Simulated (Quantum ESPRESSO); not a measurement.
Runs of Quantum ESPRESSO 7.5 on AlN. The structure is cubic, space group F-43m (No. 216). Conventional cell: a = 4.368 Å, b = 4.368 Å, c = 4.368 Å, α = 90.00°, β = 90.00°, γ = 90.00°. Around Al (site symmetry -43m) lie 4 N at 1.89 Å. Around N (site symmetry -43m) lie 4 Al at 1.89 Å. Measurements of this composition are mostly on another form, of space group No. 186.

```csv
task,level,potentials or basis,cell,k mesh,cutoff (eV),smearing,SCF threshold,most ionic steps,forc conv thr,etot conv thr,ion dynamics,gap on the mesh (eV),pressure (GPa)
relaxation of cell and atoms,PBE,SSSP 1.3 efficiency PBE,relaxed to 10 GPa,10 × 10 × 10,939,fermi-dirac 0.05 eV,4e-10 Ry,40,0.0004 Ry/bohr,1e-05 Ry,bfgs,(a),10.0
relaxation of cell and atoms,PBE,SSSP 1.3 efficiency PBE,relaxed to 5 GPa,10 × 10 × 10,939,fermi-dirac 0.05 eV,4e-10 Ry,40,0.0004 Ry/bohr,1e-05 Ry,bfgs,3.32,5.0
single point,PBE,SG15 PBE 1.2,as given,6 × 6 × 6,1197,fermi-dirac 0.05 eV,4e-10 Ry,-,-,-,-,3.34,4.2
relaxation of cell and atoms,PBE,SSSP 1.3 efficiency PBE,relaxed to 0.3 kbar,10 × 10 × 10,939,fermi-dirac 0.05 eV,4e-10 Ry,40,0.0004 Ry/bohr,1e-05 Ry,bfgs,3.31,0.0
relaxation of cell and atoms,PBE,SSSP 1.3 efficiency PBE,relaxed to 20 GPa,10 × 10 × 10,939,fermi-dirac 0.05 eV,4e-10 Ry,40,0.0004 Ry/bohr,1e-05 Ry,bfgs,3.35,20.0
single point,r2SCAN0,SG15 PBE 1.2,as given,6 × 6 × 6,1197,fixed,1e-07 Ry,-,-,-,-,5.68,-
relaxation of cell and atoms,PBE,SSSP 1.3 efficiency PBE,relaxed to 2 GPa,10 × 10 × 10,939,fermi-dirac 0.05 eV,4e-10 Ry,40,0.0004 Ry/bohr,1e-05 Ry,bfgs,3.31,2.0
relaxation of cell and atoms,PBE,SSSP 1.3 efficiency PBE,relaxed to 30 GPa,10 × 10 × 10,939,fermi-dirac 0.05 eV,4e-10 Ry,40,0.0004 Ry/bohr,1e-05 Ry,bfgs,(b),29.9
```

Alike in all rows: no spin polarisation.

Question: Fill in the values left out.

Answer: (a) 3.33; (b) 3.36.

Caveats: the potentials were made for another functional, which shifts forces and pressure (some runs); this program's forces and stress for hybrids aren't reliable and aren't listed (some runs).

A k mesh can miss the band edges.

The runs don't all hold the same shells in valence.
